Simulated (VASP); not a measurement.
A run of VASP 6.6.1:

INCAR

```
  ALGO = Normal
  EDIFF = 1E-6
  ENCUT = 520
  GGA = PE
  ISIF = 2
  ISMEAR = 0
  LASPH = True
  LCHARG = False
  LREAL = False
  LWAVE = False
  NBANDS = 20
  NELM = 100
  PREC = Accurate
  SIGMA = 0.01
```

The input KPOINTS:

```
k-points
0
Gamma
  6 6 6
```

POSCAR

```
SnO2
1.0
    1.6170930000      0.9336290000      4.8005930000
   -1.6170930000      0.9336290000      4.8005930000
    0.0000000000     -1.8672580000      4.8005930000
Sn O
1 2
Direct
    0.5000000000      0.5000000000      0.5000000000
    0.2371700000      0.2371700000      0.2371700000
    0.7628300000      0.7628300000      0.7628300000
```

Potentials or basis: VASP PAW PBE potentials, release 64 (Sn_d, O).

Launch:

```console
$ cat potpaw_PBE.64/Sn_d/POTCAR potpaw_PBE.64/O/POTCAR > POTCAR
$ mpirun -np 1 vasp_std > vasp.out
```

Hardware: 1 thread of Intel(R) Xeon(R) Platinum 8488C (Sapphire Rapids), with other jobs on the host.

**Question.** Estimate the wall time of this run.

**Answer.** Wall time 30 s on 1 thread of Intel(R) Xeon(R) Platinum 8488C (Sapphire Rapids) (shared host), peak memory 0.23 GiB. Counts: scf iterations 13, k points 32.
